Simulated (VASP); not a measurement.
# What goes wrong when the modes of CuI are computed with a bad input, part 2 of 2

Some phonon runs on CuI get a fault in the input on purpose. Which of them show, and how? The starting structure is a measured crystal structure from the Crystallography Open Database.

VASP 6.6.1.

Results so far: reference T2 156.7 cm⁻¹.

The database entry behind the starting cell differs from later determinations by our own check (about 0.4 % short), so it need not match the best structure at ambient conditions.

**3. Modes with finite displacements, else as the reference**

Level of this step: LDA; plane waves and PAW (I, Cu) (VASP).

Against step 2 the input has IBRION = 6, NFREE = 2, POTIM = 0.015, no LEPSILON and no LPEAD (also changed: NSW).

Input file INCAR:

```
SYSTEM = CuI
PREC = Accurate
ENCUT = 450
EDIFF = 1E-08
NELM = 100
ISMEAR = 0
SIGMA = 0.03
LREAL = .FALSE.
ALGO = Normal
GGA = CA
NBANDS = 15
LASPH = .TRUE.
LORBIT = 11
LWAVE = .FALSE.
LCHARG = .FALSE.
KPAR = 4
IBRION = 6
NFREE = 2
POTIM = 0.015
NSW = 1
ISIF = 2
```

Input file POSCAR:

```
CuI
1.0
    0.0000000000      2.9305107775      2.9305107775
    2.9305107775      0.0000000000      2.9305107775
    2.9305107775      2.9305107775      0.0000000000
I Cu
1 1
Direct
    0.0000000000      0.0000000000      0.0000000000
    0.7500000000      0.7500000000      0.7500000000
```

Input file KPOINTS:

```
Automatic mesh
0
Gamma
10 10 10
0 0 0
```

The projector-augmented-wave data sets are I and Cu (LDA family, release 64).

On the command line:

```
$ mpirun -np 4 vasp_std
```

Output:

```text
[... set-up lines as in an earlier step ...]
 entering main loop
       N       E                     dE             d eps       ncg     rms          rms(c)
[... 18 cycles as in an earlier step ...]
   1 F= -.69962411E+01 E0= -.69962411E+01  d E =-.800098E-21
[...]
2 F= -.69958149E+01 E0= -.69958149E+01  d E =-.744800E-21
[...]
3 F= -.69958149E+01 E0= -.69958149E+01  d E =-.758112E-21
[...]
4 F= -.69958155E+01 E0= -.69958155E+01  d E =-.765745E-21
[...]
5 F= -.69958155E+01 E0= -.69958155E+01  d E =-.764419E-21
 Finite differences progress:
  Degree of freedom:   2/  2
  Displacement:        2/  2
  Total:               4/  4
```

Run time: 60 s. Hardware: 4 MPI ranks of AMD EPYC 9R14 (Zen 4), shared host; peak memory 1.1 GiB.

Parts of OUTCAR (step 3):

```text
  Total       -0.0041523     -0.0027671     -0.0027671      0.0000000     -0.0783323      0.0000000
  in kB       -0.1321707     -0.0880799     -0.0880799      0.0000000     -2.4933971      0.0000000
  external PRESSURE =      -0.1027768 kB  Pullay stress =       0.0000000 kB

 POSITION                                       TOTAL-FORCE (eV/Angst)
 -----------------------------------------------------------------------------------
      0.00000      0.00000      0.00000        -0.056613      0.000000      0.000000
      4.38077      4.39577      4.39577         0.056613      0.000000      0.000000
 -----------------------------------------------------------------------------------
    total drift:                               -0.000648     -0.000002     -0.000002

  FREE ENERGIE OF THE ION-ELECTRON SYSTEM (eV)
  ---------------------------------------------------
  free  energy   TOTEN  =        -6.9958154557 eV

  energy  without entropy=       -6.9958154557  energy(sigma->0) =       -6.99581546

[... 2 parts as in an earlier step ...]

[... 1 further part left out ...]
[key lines of the parts left out:]
E-fermi :   5.5380
```

The last energy, forces and stress in OUTCAR belong to the last displaced cell, not to that of POSCAR.

With finite displacements, else as the reference the mode is T2 155.8 cm⁻¹, -0.9 cm⁻¹ from the reference.

**4. Modes with perturbation theory asked for with a meta-GGA**

A slip made on purpose: perturbation theory asked for with a meta-GGA. Against step 2 the input has METAGGA = R2SCAN and no GGA (also changed: NELM).

Input file INCAR:

```
SYSTEM = CuI
PREC = Accurate
ENCUT = 450
EDIFF = 1E-08
NELM = 60
ISMEAR = 0
SIGMA = 0.03
LREAL = .FALSE.
ALGO = Normal
NBANDS = 15
LASPH = .TRUE.
LORBIT = 11
LWAVE = .FALSE.
LCHARG = .FALSE.
KPAR = 4
IBRION = 8
LEPSILON = .TRUE.
LPEAD = .TRUE.
ISIF = 2
METAGGA = R2SCAN
```

POSCAR is that of step 3.

KPOINTS is that of step 3.

On the command line:

```
$ mpirun -np 4 vasp_std
```

Output:

```text
[banner, memory and clock lines left out]
running    4 mpi-ranks, on    1 nodes
[...]
|                                                                             |
|               ----> ADVICE to this user running VASP <----                  |
|                                                                             |
|     You enforced a specific xc type in the INCAR file but a different       |
|     [... a line on the potential file left out ...]
|     I HOPE YOU KNOW WHAT YOU ARE DOING!                                     |
|                                                                             |

 LDA part: xc-table for (None), standard interpolation
 POSCAR, INCAR and KPOINTS ok, starting setup
[...]
entering main loop
       N       E                     dE             d eps       ncg     rms          rms(c)
DAV:   1    -0.477286316916E+03   -0.47729E+03   -0.72001E+03  1417   0.122E+03
DAV:   2    -0.571703099314E+03   -0.94417E+02   -0.86577E+02  1501   0.242E+02
[...]
1 F= -.57445305E+03 E0= -.57445305E+03  d E =-.241183E-12
|                                                                             |
|     EEEEEEE  RRRRRR   RRRRRR   OOOOOOO  RRRRRR      ###     ###     ###     |
|     E        R     R  R     R  O     O  R     R     ###     ###     ###     |
|     E        R     R  R     R  O     O  R     R     ###     ###     ###     |
|     EEEEE    RRRRRR   RRRRRR   O     O  RRRRRR       #       #       #      |
|     E        R   R    R   R    O     O  R   R                               |
|     E        R    R   R    R   O     O  R    R      ###     ###     ###     |
|     EEEEEEE  R     R  R     R  OOOOOOO  R     R     ###     ###     ###     |
|                                                                             |
|     You have switched on METAGGA and linear-response routines. This         |
|     combination is currently not supported. If you have selected            |
|     LEPSILON=.TRUE., you can try using LCALCEPS=.TRUE. instead. In all      |
|     other cases, VASP will stop. SOOO sorry...                              |
|                                                                             |
|       ---->  I REFUSE TO CONTINUE WITH THIS SICK JOB ... BYE!!! <----       |
|                                                                             |

1
1
1
1
```

Run time: 52 s. Hardware: 4 MPI ranks.

VASP stopped with this message: “You have switched on METAGGA and linear-response routines. This combination is currently not supported. If you have selected LEPSILON=.TRUE., you can try using LCALCEPS=.TRUE. instead”.

**5. Modes with low precision and real-space projectors**

A slip made on purpose: low precision and real-space projectors. Against step 2 the input has PREC = Low, LREAL = Auto, IBRION = 6, NFREE = 2, POTIM = 0.015, no LEPSILON and no LPEAD (also changed: NELM and NSW).

Input file INCAR:

```
SYSTEM = CuI
PREC = Low
ENCUT = 450
EDIFF = 1E-08
NELM = 60
ISMEAR = 0
SIGMA = 0.03
LREAL = Auto
ALGO = Normal
GGA = CA
NBANDS = 15
LASPH = .TRUE.
LORBIT = 11
LWAVE = .FALSE.
LCHARG = .FALSE.
KPAR = 4
IBRION = 6
NFREE = 2
POTIM = 0.015
NSW = 1
ISIF = 2
```

POSCAR is that of step 4.

KPOINTS is that of step 4.

On the command line:

```
$ mpirun -np 4 vasp_std
```

Output:

```text
[banner, memory and clock lines left out]
running    4 mpi-ranks, on    1 nodes
[...]
|                                                                             |
|               ----> ADVICE to this user running VASP <----                  |
|                                                                             |
|     You have a (more or less) 'small supercell' and for smaller cells       |
|     it is recommended to use the reciprocal-space projection scheme!        |
|     The real-space optimization is not efficient for small cells and it     |
|     is also less accurate ...                                               |
|     Therefore, set LREAL=.FALSE. in the INCAR file.                         |
|                                                                             |

 LDA part: xc-table for (Slater(with rela. corr.)+CA(PZ))
 , standard interpolation
 POSCAR, INCAR and KPOINTS ok, starting setup
[...]
entering main loop
       N       E                     dE             d eps       ncg     rms          rms(c)
[...]
old charge density:    18.00000 new   17.99976
BRMIX: very serious problems
 the old and the new charge density differ
 old charge density:    18.00000 new   17.99976
    0.634E+00
DAV:   6    -0.726817306626E+01    0.10593E+00   -0.41387E+00  1453   0.600E+01    0.398E+00
DAV:   7    -0.704399771134E+01    0.22418E+00   -0.98538E-01  1585   0.365E+01    0.187E+00
DAV:   8    -0.704076390230E+01    0.32338E-02   -0.55237E-02  2193   0.386E+00    0.553E-01
DAV:   9    -0.703675701830E+01    0.40069E-02   -0.11272E-02  1775   0.335E+00    0.264E-01
[...]
DAV:  15    -0.703659057575E+01    0.27184E-06   -0.10397E-06  1893   0.327E-02    0.225E-03
DAV:  16    -0.703659060176E+01   -0.26004E-07   -0.20466E-07  2241   0.626E-03    0.191E-03
DAV:  17    -0.703659059312E+01    0.86334E-08   -0.95261E-09   965   0.368E-03
   1 F= -.70365906E+01 E0= -.70365906E+01  d E =-.703587E-19
[... from here on, the cycles between the ionic steps are left out ...]
   2 F= -.70455059E+01 E0= -.70455059E+01  d E =-.757997E-19
   3 F= -.70455098E+01 E0= -.70455098E+01  d E =-.752103E-19
   4 F= -.70365236E+01 E0= -.70365236E+01  d E =-.655052E-19
   5 F= -.70365358E+01 E0= -.70365358E+01  d E =-.655377E-19
 Finite differences progress:
  Degree of freedom:   2/  2
  Displacement:        2/  2
  Total:               4/  4
```

Elapsed: 46 s, on 4 MPI ranks; peak memory 0.74 GiB.

OUTCAR, selected parts (step 5):

```text
  Total       -0.2909728     -0.3516750     -0.3516750      0.0000000     -0.0795168      0.0000000
  in kB       -9.2619632    -11.1941741    -11.1941741      0.0000000     -2.5311000      0.0000000
  external PRESSURE =     -10.5501038 kB  Pullay stress =       0.0000000 kB

 POSITION                                       TOTAL-FORCE (eV/Angst)
 -----------------------------------------------------------------------------------
      0.00000      0.00000      0.00000        -0.006058      0.000000      0.000000
      4.38077      4.39577      4.39577         0.006058     -0.000000     -0.000000
 -----------------------------------------------------------------------------------
    total drift:                               -0.094500     -0.000147     -0.000103

  FREE ENERGIE OF THE ION-ELECTRON SYSTEM (eV)
  ---------------------------------------------------
  free  energy   TOTEN  =        -7.0365358300 eV

  energy  without entropy=       -7.0365358300  energy(sigma->0) =       -7.03653583

[... 2 parts as in an earlier step ...]

[... 1 further part left out ...]
[key lines of the parts left out:]
E-fermi :   5.5181
```

Three frequencies should lie near zero, those of the translations, and here fewer than three do (the smallest in size are 140.9, 140.9 and 140.9 cm⁻¹), so no mode of this run is used. As printed, the frequencies run from -264.5 to 140.9 cm⁻¹, imaginary ones as negative numbers.

**6. Modes with a loose electronic threshold**

A slip made on purpose: a loose electronic threshold. Against step 2 the input has EDIFF = 1E-04, IBRION = 6, NFREE = 2, POTIM = 0.015, no LEPSILON and no LPEAD (also changed: NELM and NSW).

INCAR, as its differences from that of step 5:

```diff
@@ -1,5 +1,5 @@
 SYSTEM = CuI
-PREC = Low
+PREC = Accurate
 ENCUT = 450
-EDIFF = 1E-08
+EDIFF = 1E-04
 NELM = 60
@@ -7,3 +7,3 @@
 SIGMA = 0.03
-LREAL = Auto
+LREAL = .FALSE.
 ALGO = Normal
```

POSCAR is that of step 5.

KPOINTS is that of step 5.

On the command line:

```
$ mpirun -np 4 vasp_std
```

Output:

```text
[... set-up lines as in an earlier step ...]
 entering main loop
       N       E                     dE             d eps       ncg     rms          rms(c)
[... 9 cycles as in an earlier step ...]
DAV:  10    -0.699641259311E+01   -0.19294E-04   -0.64208E-04  1732   0.176E-01
   1 F= -.69964126E+01 E0= -.69964126E+01  d E =-.125559E-17
[...]
2 F= -.69958153E+01 E0= -.69958153E+01  d E =-.546561E-21
[...]
3 F= -.69958188E+01 E0= -.69958188E+01  d E =-.744478E-21
[...]
4 F= -.69958699E+01 E0= -.69958699E+01  d E =-.161233E-21
[...]
5 F= -.69958827E+01 E0= -.69958827E+01  d E =-.656765E-21
 Finite differences progress:
  Degree of freedom:   2/  2
  Displacement:        2/  2
  Total:               4/  4
```

Wall time 28 s (4 MPI ranks); peak memory 1.1 GiB.

Parts of OUTCAR (step 6):

```text
  Total        0.0671087      0.0689925      0.0689925      0.0000000     -0.1066987      0.0000000
  in kB        2.1361378      2.1961020      2.1961020      0.0000000     -3.3963280      0.0000000
  external PRESSURE =       2.1761140 kB  Pullay stress =       0.0000000 kB

 POSITION                                       TOTAL-FORCE (eV/Angst)
 -----------------------------------------------------------------------------------
      0.00000      0.00000      0.00000        -0.055834      0.000000      0.000000
      4.38077      4.39577      4.39577         0.055834      0.000000      0.000000
 -----------------------------------------------------------------------------------
    total drift:                               -0.004991      0.000058      0.000058

  FREE ENERGIE OF THE ION-ELECTRON SYSTEM (eV)
  ---------------------------------------------------
  free  energy   TOTEN  =        -6.9958827258 eV

  energy  without entropy=       -6.9958827258  energy(sigma->0) =       -6.99588273

[... 2 parts as in an earlier step ...]

[... 1 further part left out ...]
[key lines of the parts left out:]
E-fermi :   5.5378
```

With a loose electronic threshold the mode is T2 160.0 cm⁻¹, +4.2 cm⁻¹ from finite displacements, else as the reference.

**7. Modes with a cutoff far too low**

A slip made on purpose: a cutoff far too low. Against step 2 the input has ENCUT = 160 (also changed: NELM).

Input file INCAR:

```
SYSTEM = CuI
PREC = Accurate
ENCUT = 160
EDIFF = 1E-08
NELM = 60
ISMEAR = 0
SIGMA = 0.03
LREAL = .FALSE.
ALGO = Normal
GGA = CA
NBANDS = 15
LASPH = .TRUE.
LORBIT = 11
LWAVE = .FALSE.
LCHARG = .FALSE.
KPAR = 4
IBRION = 8
LEPSILON = .TRUE.
LPEAD = .TRUE.
ISIF = 2
```

POSCAR is that of step 6.

KPOINTS is that of step 6.

On the command line:

```
$ mpirun -np 4 vasp_std
```

Output:

```text
[... set-up lines as in an earlier step ...]
 entering main loop
       N       E                     dE             d eps       ncg     rms          rms(c)
DAV:   1     0.516780523879E+02    0.51678E+02   -0.38553E+03  1504   0.407E+02
DAV:   2     0.501033167735E+01   -0.46668E+02   -0.42617E+02  1711   0.122E+02
DAV:   3     0.408214518343E+01   -0.92819E+00   -0.92488E+00  1690   0.184E+01
DAV:   4     0.407650533670E+01   -0.56398E-02   -0.56393E-02  1753   0.165E+00
[...]
DAV:  17     0.787475975016E+01    0.19394E-06   -0.18537E-07  1937   0.628E-03    0.466E-03
DAV:  18     0.787475974424E+01   -0.59251E-08   -0.10533E-07  2081   0.340E-03    0.158E-03
DAV:  19     0.787475974011E+01   -0.41252E-08   -0.11236E-08   850   0.166E-03
   1 F= 0.78747597E+01 E0= 0.78747597E+01  d E =-.114709E-10
 Linear response reoptimize wavefunctions to high precision
DAV:   1     0.787475974400E+01    0.38838E-08   -0.30047E-09  1496   0.384E-04
DAV:   2     0.787475974400E+01   -0.90949E-12   -0.38773E-11   782   0.384E-05
 Linear response to external field (no local field effect), progress :
[...]
RMM:   9    -0.777678633582E-01    0.60505E-08   -0.20295E-09  9102   0.436E-05    0.168E-05
 first order change of Fermi-energy   0.27417E-03
 force on displaced ion       1 direction 1 :  -5.180  -0.000  -0.000
 Born effective charge ion    1 direction 1 :  -0.995   0.000   0.000
 Linear response progress:
  Degree of freedom:   2/  2
       N       E                     dE             d eps       ncg     rms          rms(c)
RMM:   1    -0.443520637931E+00   -0.44352E+00   -0.74752E-02  8399   0.169E+00
RMM:   2    -0.441271388582E+00    0.22492E-02   -0.13446E-03  7860   0.248E-01    0.386E-01
RMM:   3    -0.441922087893E+00   -0.65070E-03   -0.36752E-04  8301   0.127E-01    0.233E-01
RMM:   4    -0.444396047604E+00   -0.24740E-02   -0.56906E-04  7948   0.161E-01    0.167E-02
[...]
RMM:  11    -0.444557954241E+00   -0.18515E-07   -0.85296E-10  8114   0.221E-05    0.496E-06
RMM:  12    -0.444557974640E+00   -0.20399E-07   -0.62128E-10  7469   0.180E-05    0.111E-06
RMM:  13    -0.444557977306E+00   -0.26655E-08    0.37448E-10  4295   0.159E-05    0.136E-07
 first order change of Fermi-energy  -0.54143E-04
 force on displaced ion       2 direction 1 :  -5.464   0.000   0.000
 Born effective charge ion    2 direction 1 :   0.992   0.000   0.000
 Born effective charges drift removed
 Linear response finished
```

The job ended after 41 s (4 MPI ranks; peak memory 0.69 GiB).

From OUTCAR (step 7):

```text
  Total     -108.9031171   -108.9031171   -108.9031171     -0.0000000     -0.0000000      0.0000000
  in kB    -3466.4977975  -3466.4977975  -3466.4977975     -0.0000000     -0.0000000      0.0000000
  external PRESSURE =   -3466.4977975 kB  Pullay stress =       0.0000000 kB

 POSITION                                       TOTAL-FORCE (eV/Angst)
 -----------------------------------------------------------------------------------
      0.00000      0.00000      0.00000         0.000000      0.000000      0.000000
      4.39577      4.39577      4.39577        -0.000000     -0.000000     -0.000000
 -----------------------------------------------------------------------------------
    total drift:                               -0.000009     -0.000009     -0.000020

 MACROSCOPIC STATIC DIELECTRIC TENSOR (including local field effects in DFT)
 ------------------------------------------------------
           5.957315    -0.000000    -0.000000
           0.000000     5.957315    -0.000000
           0.000000    -0.000000     5.957315
 ------------------------------------------------------

 MACROSCOPIC STATIC DIELECTRIC TENSOR IONIC CONTRIBUTION
 ------------------------------------------------------
           0.666785    -0.000000     0.000000
          -0.000000     0.666785    -0.000000
           0.000000    -0.000000     0.666785
 ------------------------------------------------------

[... 1 part as in an earlier step ...]

[... 1 further part left out ...]
```

With a cutoff far too low the mode is T2 185.7 cm⁻¹, +29.0 cm⁻¹ from the reference.

**8. The runs compared**

```csv
run,ended,T2,"imaginary modes, each partner counted",method,core minutes
reference,converged,156.7,0,perturbation theory,15.7
"finite displacements, else as the reference",converged,155.8,0,finite displacements,4.0
perturbation theory asked for with a meta-GGA,stopped by VASP,-,-,perturbation theory,3.47
low precision and real-space projectors,"finished, not usable",-,-,finite displacements,3.07
a loose electronic threshold,converged,160.0,0,finite displacements,1.87
a cutoff far too low,converged,185.7,0,perturbation theory,2.73
```

Modes are in cm⁻¹, degenerate ones as one, matched between runs by symmetry and order. A number in brackets counts the listed modes of one symmetry from the lowest. The symmetry labels come from an automatic analysis and can be wrong where levels nearly coincide. Core minutes are wall time times ranks of the run shown, on a shared host.

**9. Summary of results**

| Item | Value |
| --- | --- |
| T2, reference | 156.7 cm⁻¹ |
| T2, finite displacements, else as the reference | 155.8 cm⁻¹ |
| T2, a loose electronic threshold | 160.0 cm⁻¹ |
| T2, a cutoff far too low | 185.7 cm⁻¹ |
| run with perturbation theory asked for with a meta-GGA | stopped by VASP |
| run with low precision and real-space projectors | finished, not usable |

VASP stopped by itself in the run with perturbation theory asked for with a meta-GGA. Finished, but so rough that the translations don't all come out near zero: low precision and real-space projectors. Finished, but with signs in the output that stand out against the reference: a loose electronic threshold, with modes off by up to +4.2 cm⁻¹, in T2 (signs: a pressure of -4.0 GPa on the undisplaced cell); a cutoff far too low, with modes off by up to +29 cm⁻¹, in T2 (signs: a pressure of -346.6 GPa on the undisplaced cell). Runs with finite displacements are held against the sound run of that kind. The reference (perturbation theory) and the sound run with finite displacements differ by -0.9 cm⁻¹ in T2 themselves, and which lies nearer isn't tested. The dielectric constants and Born charges in the logs aren't compared here; at a small gap they can be far off, and in a run without a gap they mean nothing. The frequencies are harmonic, and the splitting of polar modes by their long-range field is left out. Further runs on this material are not shown.

[Lines on the potential files, build, host, timing and source positions are cut from VASP's logs without a mark.]

[Logs are printed without paths, hosts, clocks, repeated set-up lines and the standing remarks that a program may print on its own settings, such as how far it seeks lower states.]

[Hosts, paths, dates, database ids (printed as entryN), source tags and the programs' standing remarks are cut or masked in the printed files.]
